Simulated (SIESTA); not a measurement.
Runs of SIESTA 5.4.2 on C. Symmetry: Fd-3m, No. 227, cubic system. Conventional cell: a = 3.567 Å, b = 3.567 Å, c = 3.567 Å, α = 90.00°, β = 90.00°, γ = 90.00°. C (site symmetry -43m) has 4 C at 1.54 Å as nearest neighbours. This isn't the form of C at room conditions, which is graphite.

```csv
task,level,potentials or basis,cell,k mesh,optimiser,force tolerance,broadening (eV),window to (eV),polarisation,grid cutoff,energy shift,gap on the mesh (eV),pressure (GPa),relaxed volume (Å³/atom)
relaxation of cell and atoms,PBEsol,"PseudoDojo 0.4 standard (PBEsol files), DZP (energy shift 0.003 Ry)",relaxed,13 × 13 × 13,CG,0.02 eV/Å,-,-,-,500 Ry,0.003 Ry,4.12,-0.1,5.74
optical spectrum,PBE,"PseudoDojo 0.4 standard (PBE files), DZP (energy shift 0.003 Ry)",as given,13 × 13 × 13,-,-,0.2 eV,40 eV,polarized,500 Ry,0.003 Ry,4.29,(a),-
relaxation of cell and atoms,PBEGcGxLO,"PseudoDojo 0.4 standard (PBE files), DZP (energy shift 0.002 Ry)",relaxed,13 × 13 × 13,Broyden,0.01 eV/Å,-,-,-,500 Ry,0.002 Ry,4.05,0.0,5.69
band structure,PBE,"PseudoDojo 0.4 standard (PBE files), DZ (energy shift 0.002 Ry)",as given,13 × 13 × 13,-,-,-,-,-,500 Ry,0.002 Ry,5.73,(b),-
relaxation of cell and atoms,LDA-PZ,"SG15 1.2 NC or PseudoDojo by element (PBE files), TZ (energy shift 0.002 Ry)",relaxed,10 × 10 × 10,Broyden,0.01 eV/Å,-,-,-,750 Ry,0.002 Ry,(c),0.0,5.70
band structure,PBE,"PseudoDojo 0.4 standard (PBE files), TZP (energy shift 0.002 Ry)",as given,13 × 13 × 13,-,-,-,-,-,500 Ry,0.002 Ry,4.27,5.3,-
band structure,PBE,"PseudoDojo 0.4 standard (PBE files), SZ (energy shift 0.002 Ry)",as given,13 × 13 × 13,-,-,-,-,-,500 Ry,0.002 Ry,6.09,23.4,-
```

Alike in all rows: no spin polarisation; smearing fermi-dirac 0.05 eV.

**Question.** Fill in the values left out.

**Answer.** (a) 10.3; (b) 11.9; (c) 4.78.

Caveats: the basis of atomic orbitals isn't converged, which shifts pressures, moduli and gaps; an odd mesh through Γ misses points on the zone boundary, where band edges often lie (some runs); the basis has no polarisation orbitals (some runs); the potentials were made for another functional, which shifts forces and pressure (some runs); so large a pressure means that the cell lies far from this level's equilibrium, or that cutoff or potentials fall short (some runs).

Not every run made on this cell is shown here.
